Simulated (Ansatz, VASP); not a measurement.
**Two plane-wave programs on HfC**

```xyz
2
Lattice="0.0000 2.5223 2.5223 2.5223 0.0000 2.5223 2.5223 2.5223 0.0000" Properties=species:S:1:pos:R:3 pbc="T T T"
Hf    0.0000    0.0000    0.0000
C     3.7834    3.7834    3.7834
```

Change from the starting cell: species swapped into the CdTe type (F-43m, No. 216).

Alike in both runs: functional PBE; k mesh 12 × 12 × 12; occupations gaussian, width 0.02 eV; no spin polarisation.

Ansatz relaxed the structure, and its values are those at the end. VASP's run is a single point on that final structure, the one shown.

```csv
,VASP,Ansatz
version,VASP 6.6.1,Ansatz 0.2.0
potentials or method,"VASP PAW PBE potentials, release 64 (Hf_pv, C)","scalar-relativistic, plane waves, PAW"
plane-wave cutoff (eV),520,420
valence electrons in the cell,14,30
```

```csv
,VASP,Ansatz,Ansatz less VASP
gap on the k mesh at the Fermi level (eV),0.29,0.29,-0.004
least direct gap on the mesh (eV),0.29,0.29,-0.004
pressure (GPa),-0.4,0.0,+0.37
```

The two sets of potentials don't hold the same shells in valence.

Caveats: spin-orbit coupling is left out, which moves the levels of the heavy elements.
